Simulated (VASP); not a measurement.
Write an ASE script for VASP 6.6.1 that does the following.

* Task: single point
* Functional: LDA
* Potentials or basis: VASP PAW LDA potentials, release 64 (Mg)
* Cutoff: 520 eV
* k mesh: 11 × 11 × 11
* Occupations: fermi-dirac, width 0.1 eV
* Spin: no spin polarisation
* Further INCAR settings: ALGO = Fast; EDIFF = 1.00e-07

Mg:

```xyz
1
Lattice="-1.7728 1.7728 1.7728 1.7728 -1.7728 1.7728 1.7728 1.7728 -1.7728" Properties=species:S:1:pos:R:3 pbc="T T T"
Mg    0.0000    0.0000    0.0000
```

This isn't the form of Mg at room conditions, which is hcp.

These files were run (other wordings do the same):

run.py

```python
from ase.calculators.vasp import Vasp
from ase.dft.bandgap import bandgap
from ase.spacegroup import crystal

atoms = crystal(
    ['Mg'],
    basis=[[0.0, 0.0, 0.0]],
    spacegroup=229,
    setting=1,
    cellpar=[3.54552899, 3.54552899, 3.54552899, 90.0, 90.0, 90.0],
    primitive_cell=True,
)
calc = Vasp(
    directory='calc',
    xc='lda',
    pp='LDA',
    setups='recommended',
    prec='Accurate',
    encut=520,
    ediff=1e-07,
    ismear=-1,
    sigma=0.1,
    lreal=False,
    lasph=True,
    nelm=80,
    algo='Fast',
    isif=2,
    lwave=False,
    lcharg=False,
    kpts=[11, 11, 11],
    gamma=True,
)
atoms.calc = calc

print('energy (eV):', atoms.get_potential_energy())
print('free energy (eV):', atoms.get_potential_energy(force_consistent=True))
print('forces (eV/A):')
print(atoms.get_forces())
print('stress (eV/A^3, Voigt):', atoms.get_stress())
print('Fermi level (eV):', calc.get_fermi_level())
gap, top, bottom = bandgap(calc)
print('band gap (eV):', gap, 'from (spin, k, band)', top, 'to', bottom)
```

Potentials or basis: VASP PAW LDA potentials, release 64 (Mg).

Launch:

```sh
$ python run.py
```

Results of the run:

```
Pressure               : -1.6 GPa
Band gap on the k mesh : none (metal or under the smearing width)
```

Wall time 4.2 s on 1 thread of Intel(R) Xeon(R) 6975P-C (Granite Rapids), on a shared host, peak memory 0.12 GiB.
